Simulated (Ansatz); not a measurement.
# BeS (F-43m): thermal expansion from first principles, part 3 of 3

Wanted: α(T), C_P(T) and B(T) of BeS in the quasi-harmonic approximation.

What experiment has found for this phase:
- heat capacity C_P per formula unit 34.2 J/mol/K and bulk modulus 105 GPa near room temperature (given in “High-Throughput Prediction of Finite-Temperature Properties using the Quasi-Harmonic Approximation”, 2016, arXiv:1603.06924)

Ansatz 0.2.0; DFT LDA, scalar-relativistic, plane waves, PAW.

So far, isothermal bulk modulus at 298 K (GPa): step 6 (phonons on strained cells, cutoff 550 eV, k-mesh 8×8×8) 98.2; step 7 (cutoff 487.2 eV, k-mesh 12×12×12) 98.2. Also principal linear expansion coefficients at 298 K (× 1e-6/K): step 6 5.90; step 7 5.90. The relaxed cell has a = 4.796 Å (conventional setting).

The database entry behind the starting cell differs from later determinations by our own check (0.1 to 0.3 % short, probably kX units), so it need not match the best structure at ambient conditions.

**8. The quasi-harmonic study, cutoff 487.2 eV, k-mesh 12×12×12 (run 2)**

The study relaxes the crystal at several strains, solves the phonons on some of them and minimises the free energy at each temperature (static energy, vibrations, the electrons in a metal, and PV under a set pressure); the q-mesh sets how far the force constants reach.

Input file input.yaml:

```yaml
crystal:
  lattice:
    - [0.0, 2.3982014383, 2.3982014383]
    - [2.3982014383, 0.0, 2.3982014383]
    - [2.3982014383, 2.3982014383, 0.0]
  atoms:
    - { symbol: Be, position: [0.0, 0.0, 0.0] }
    - { symbol: S, position: [0.25, 0.25, 0.25] }
kpoints:
  mp_grid: { grid: [12, 12, 12] }
hamiltonian:
  xc: lda
scf:
  occupations: { method: fixed }
output:
  eigenvalues: true
phonons:
  method: dfpt
  qmesh: [6, 6, 6]
  temperatures: { t_max: 800.0, t_step: 50 }
  thermal_expansion: {}
```

Run with:

```sh
ansatz run input.yaml --threads 4 --pin off --max-ram 8192MiB --backend cpu --events-out ev --progress --plain --runs-dir out
```

Numbers of over 12 decimals in the logs are rounded to 6 here.

The program printed:

```text
[...]
Crystal: 2 atoms, lattice volume = 27.586 Å³
Basis set: ecut = 487.2 eV, 645 PW (Γ), exchange–correlation on 50×50×50 points (8 copies of the dense FFT grid, shifted against one another)
Bands: 8, of which v1, the nominal top of the filled ones, is band 4 counted from 1 (3 counted from 0)
Symmetry: 24 space group operations
[...]
800.00    3.41971    3.41971    3.41971    28.2782 |    9.54    9.54    9.54   28.61 |   24.97 |    48.440    47.409 |    92.43    94.44
[...]
vibrations' free energy: its fit passes through its cells
  the electrons' free energy at temperature is not in it: every band gap is over 0.83 eV
  free energies summed between the sampled wave vectors
[...]
band gaps on the cells' k-points are 2.755 to 2.935 eV
[key lines of the parts left out:]
SCF converged after 8 iterations
Free energy (F): -960.019506 eV
Fermi energy:    5.554139 eV
P = ⅓ Tr σ = -0.0094 GPa (-0.094 kbar)
```

The job ended after 20 min (4 threads of Arm Neoverse V1, shared host; peak memory 1.3 GiB).

Strained cells of the study; zero-point energy where phonons were solved; the pressures are stresses at a fixed cutoff and can carry an offset from the finite basis. Expansion cells, by row:

```csv
cell,|a| (Å),|b| (Å),|c| (Å),V (Å³/atom),E - E_lowest (meV/atom),"pressure, compression positive (GPa)",gap (eV),zero-point energy (meV/atom)
1,3.392,3.392,3.392,13.79,0.001,-0.019,2.825,-
2,3.419,3.419,3.419,14.13,2.496,-2.352,2.878,-
3,3.365,3.365,3.365,13.47,2.529,2.534,2.769,-
4,3.392,3.392,3.392,13.79,0,-0.027,2.825,77.38
5,3.409,3.409,3.409,14,0.998,-1.512,2.858,76.03
6,3.417,3.417,3.417,14.11,2.247,-2.237,2.875,75.35
7,3.43,3.43,3.43,14.27,4.996,-3.271,2.899,74.34
8,3.358,3.358,3.358,13.39,3.962,3.205,2.755,-
9,3.375,3.375,3.375,13.59,0.971,1.544,2.79,-
10,3.45,3.45,3.45,14.51,11.09,-4.74,2.935,-
```

Changing the q-mesh (4×4×4 → 6×6×6) takes the volume expansion at 298 K from 17.7 to 17.8 × 10⁻⁶/K and B_T from 98.2 to 98.2 GPa.

**9. Comparing the runs**

Times are for 4 threads of Arm Neoverse V1, shared host. Results by setting:

```csv
no.,functional,cutoff (eV),k-mesh,q-mesh,method,pressure (GPa),volume expansion coefficient at 298 K (1e-6/K),C_P at 298 K (J/mol-atom/K),isothermal bulk modulus at 298 K (GPa),time,memory (GiB)
1,lda,550,8×8×8,4×4×4,dfpt,0,17.70,17.92,98.21,2.7 min,0.69
2,lda,487.2,12×12×12,4×4×4,dfpt,0,17.70,17.92,98.21,6.6 min,1.3
3,lda,487.2,12×12×12,6×6×6,dfpt,0,17.75,17.93,98.21,20 min,1.3
```

The runs together, line volume. Expansion coefficient, volume against temperature; values in 1e-6/K:

```csv
temperature (K),"lda, 550, 8×8×8, 4×4×4, dfpt, 0","lda, 487.2, 12×12×12, 4×4×4, dfpt, 0","lda, 487.2, 12×12×12, 6×6×6, dfpt, 0"
0,0,0,0
50,0.31,0.32,0.33
100,2.25,2.26,2.3
150,6.21,6.21,6.26
200,10.8,10.8,10.8
250,14.7,14.7,14.8
298,17.7,17.7,17.8
300,17.8,17.8,17.9
350,20.2,20.2,20.2
400,22.0,22.0,22.0
450,23.4,23.4,23.5
500,24.6,24.6,24.6
550,25.5,25.5,25.6
600,26.3,26.3,26.3
650,27.0,27.0,27.0
700,27.6,27.6,27.6
750,28.1,28.1,28.1
800,28.6,28.6,28.6
```

The runs together, line C_P. Table of heat capacity, C_P by temperature; values in J/mol-atom/K:

```csv
temperature (K),"lda, 550, 8×8×8, 4×4×4, dfpt, 0","lda, 487.2, 12×12×12, 4×4×4, dfpt, 0","lda, 487.2, 12×12×12, 6×6×6, dfpt, 0"
0,0,0,0
50,1.17,1.17,1.16
100,5.42,5.42,5.42
150,9.59,9.59,9.59
200,13.2,13.2,13.2
250,15.9,15.9,15.9
298,17.9,17.9,17.9
300,18.0,18.0,18.0
350,19.5,19.5,19.5
400,20.6,20.6,20.6
450,21.5,21.5,21.5
500,22.2,22.2,22.2
550,22.7,22.7,22.7
600,23.1,23.1,23.1
650,23.5,23.5,23.5
700,23.8,23.8,23.8
750,24.0,24.0,24.0
800,24.2,24.2,24.2
```

**10. Results**

| Property | Result |
| --- | --- |
| settings of these figures | LDA, 487.2 eV, k 12×12×12, q 6×6×6 |
| volume expansion coefficient at 298 K | 17.75 1e-6/K |
| C_P at 298 K | 17.93 J/mol-atom/K |
| entropy at 298 K | 14.91 J/mol-atom/K |
| isothermal bulk modulus at 298 K | 98.21 GPa |
| Grüneisen parameter at 298 K | 0.8215 |
| volume at 298 K | 13.96 Å³/atom |
| principal linear expansion coefficients at 298 K | 5.917, 5.917, 5.917 1e-6/K |

**Reading.** Near room temperature BeS expands by 17.8 × 10⁻⁶/K in volume by LDA, with C_P = 17.9 J/(mol K) per mole of atoms and B_T = 98.2 GPa. C_P at room temperature is 72 % of the classical 3R an atom, so the stiffest modes are still partly frozen out. A measured bulk modulus near room temperature is 105 GPa (arXiv:1603.06924); the calculated 98.2 GPa differs by -6 %. The table does not say whether its value is isothermal or adiabatic. A measured heat capacity per formula unit near room temperature is 34.2 J/mol/K (arXiv:1603.06924); the calculated 35.9 J/mol/K differs by +5 %. Changing the q-mesh, k-mesh and cutoff moves the volume expansion at 298 K between 17.7 and 17.8 × 10⁻⁶/K, while the CPU time spans a factor of 7.8. The interpolation has no quadrupole term, so branches near the zone centre are less sure, since this crystal has sites that are not centres of inversion. The PAW files were made for PBE and are used here under another functional, for which the program regenerates the frozen cores.

[Logs are printed without paths, hosts, clocks, repeated set-up lines and the standing remarks that a program may print on its own settings, such as how far it seeks lower states.]

[Hosts, paths, dates, database ids (printed as entryN), source tags and the programs' standing remarks are cut or masked in the printed files.]

[A step with changed settings may run another functional than the one named; its input shows which.]
